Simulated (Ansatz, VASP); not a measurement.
# KI: VASP beside Ansatz

```
K I
1.0
     0.00000    3.59368    3.59368
     3.59368    0.00000    3.59368
     3.59368    3.59368    0.00000
K I
1 1
Direct
  0.00000 0.00000 0.00000
  0.50000 0.50000 0.50000
```

Change from the starting cell: volume scaled by 1.06, crystal datasets.

Alike in both runs: task electric field gradients; functional PBEsol; k mesh 8 × 8 × 8; occupations fermi-dirac, width 0.01 eV; no spin polarisation.

```csv
,VASP,Ansatz
version,VASP 6.6.1,Ansatz 0.2.0
potentials or method,"VASP PAW PBE potentials, release 64 (K_sv, I), cutoff 520 eV","all-electron PAW with datasets made for the crystal, scalar-relativistic"
```

Ansatz gave:

```
gap on the k mesh at the Fermi level (eV)                      : 3.71
pressure (GPa)                                                 : -0.8
Vzz of the field gradient on the site that differs most (V/Å²) : 0.0
```

Q: What did VASP give for the same quantities?

A: gap on the k mesh at the Fermi level (eV): 3.71; pressure (GPa): -0.7; Vzz of the field gradient on the site that differs most (V/Å²): 0.0.

Ansatz ran all-electron here, so the differences hold the error of VASP's frozen core and of both bases. Ansatz warned: «gradients_without_spin_orbit».

Caveats: the PAW data sets were made with another functional, which shifts forces and pressure a little (VASP); spin-orbit coupling is left out, which moves the levels of the heavy elements. A k mesh can miss the band edges.
